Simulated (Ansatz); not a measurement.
Method: Ansatz, DFT PBE, scalar-relativistic, plane waves, PAW. All cells share a 420 eV cutoff and Γ-centred k meshes spaced at most about 0.3 Å⁻¹ (about 0.25 or finer for metals, 2π included). No spin polarisation.

All energies are static (0 K, no zero-point motion).

**Question.** Which of these relaxed structures of TiAl3 is the lowest in energy?
A.

```xyz
8
Lattice="5.5766 0.0000 0.0000 -2.7883 4.8295 0.0000 0.0000 0.0000 4.7159" Properties=species:S:1:pos:R:3 pbc="T T T"
Ti    0.0000    3.2196    3.5369
Ti    2.7883    1.6098    1.1790
Al    2.7883    3.2284    3.5369
Al    0.0000    1.6010    1.1790
Al    1.3865    0.8005    3.5369
Al    1.4018    4.0289    1.1790
Al   -1.4018    4.0289    1.1790
Al    4.1901    0.8005    3.5369
```

B.

```xyz
4
Lattice="2.8008 0.0000 0.0000 0.0000 4.7145 0.0000 0.0000 0.0000 4.9322" Properties=species:S:1:pos:R:3 pbc="T T T"
Ti    0.0000    2.3573    0.8037
Al    1.4004    2.3573    3.2750
Al    1.4004    0.0000    1.6466
Al    0.0000    0.0000    4.1392
```

**Answer.** A. The other, B, lies 77 meV/atom higher. Forms: A Ni3Sn (D0_19) type, P6_3/mmc; B Pmm2. Counting all near atoms (those within 1.25 times the shortest distance at each site): A has Ti 12, Al 12; B has Ti 12, Al 12. Origin: A, invented; B, reached from a Materials Project cell. The lowest form computed isn't among them: it has Ti and Al ordered on fcc sites, space group I4/mmm (No. 139), 15.8 Å³/atom and lies 85 meV/atom below the best shown.

Cells relaxed within their symmetry can be saddle points. Some candidate types were left out of the draw beforehand, so a known form may be missing.
